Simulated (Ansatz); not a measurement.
Runs of Ansatz 0.2.0 on PtSe2 (Sudovikovite). Symmetry: P-3m1, No. 164, trigonal system. The conventional cell has a = 3.724 Å, b = 3.724 Å, c = 5.062 Å, α = 90.00°, β = 90.00°, γ = 120.00°. Pt (site symmetry -3m) has 6 Se at 2.49 Å as nearest neighbours. Around Se (site symmetry 3m) lie 3 Pt at 2.49 Å. 

```csv
task,level,spin,cell,k mesh,cutoff (eV),atoms under strain,points for each segment of the path,gap on the mesh (eV),pressure (GPa),relaxed volume (Å³/atom)
relaxation of cell and atoms,revPBE+D4,off,relaxed,8 × 8 × 5,420,-,-,-,0.0,19.28
relaxation of cell and atoms,BPBE,off,relaxed,8 × 8 × 5,420,-,-,(b),0.0,(a)
elastic constants,PBEsol,off,as given,7 × 7 × 5,420,relaxed,-,none,0.2,-
band structure,r2SCAN,"SOC, no magnetisation",as given,8 × 8 × 5,500,-,14,none,4.9,-
```

Alike in all rows: potentials or basis Ansatz PAW; smearing fermi-dirac 0.05 eV.

Q: Fill in the values left out.

A: (a) 35.96; (b) 1.39.

Caveats: the PAW data sets come from PBE, with cores solved anew for the run's functional, which leaves a small shift of forces and pressure; the plane-wave basis is chosen anew once the cell has moved, so the energies of steps on either side of that aren't comparable (some runs); the volume moved by over 15 % at a fixed basis, so the end points are rough (some runs); odd divisions of the mesh miss points on the zone boundary, where band edges often lie, so the gap on the mesh can be too wide (some runs); spin-orbit coupling is left out, which moves the levels of the heavy elements (some runs); the volume moved by +77 % from the deposited cell, more than functionals usually miss (some runs); elastic constants of metals need much finer meshes, so these are rough (some runs).

A k mesh can miss the band edges, and rows without SOC leave out spin-orbit coupling on Pt, Se.

A gap of «none» marks a metal or a gap under the smearing width.

Runs at the PBE level aren't shown here.
